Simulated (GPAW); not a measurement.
The system is Sb.

```
Sb
1.0
    -1.57654    1.57654    2.71194
     1.57654   -1.57654    2.71194
     1.57654    1.57654   -2.71194
Sb
1
Direct
  0.00000 0.00000 0.00000
```

This isn't the form of Sb at room conditions, which is rhombohedral.

Base run:

| Quantity | Value |
| --- | --- |
| Program | GPAW 26.7.0 |
| Functional | LDA |
| Potentials or basis | the program's PAW data sets (release 1.2.1) made for this functional |
| Cutoff | 450 eV |
| Basis | pw |
| k mesh | 10 × 10 × 10 |
| Occupations | fermi-dirac, width 0.05 eV |
| Spin | no spin polarisation |

Its results: band gap on the k mesh none (metal or under the smearing width); pressure -4.5 GPa.

Question: The run is repeated on the same cell with these changes: functional from LDA to r2SCAN; potentials or basis from the program's PAW data sets (release 1.2.1) made for this functional to GPAW PAW data sets (gpaw-data 1.2.1). What comes out?

Answer: Band gap on the k mesh none (metal or under the smearing width); pressure -0.7 GPa.

Caveats: the cutoff is short for stress and forces, so pressures can be off by a GPa or more; the PAW data sets were made with another functional, which shifts forces and pressure a little (some runs).

Not every run made on this cell is shown here.
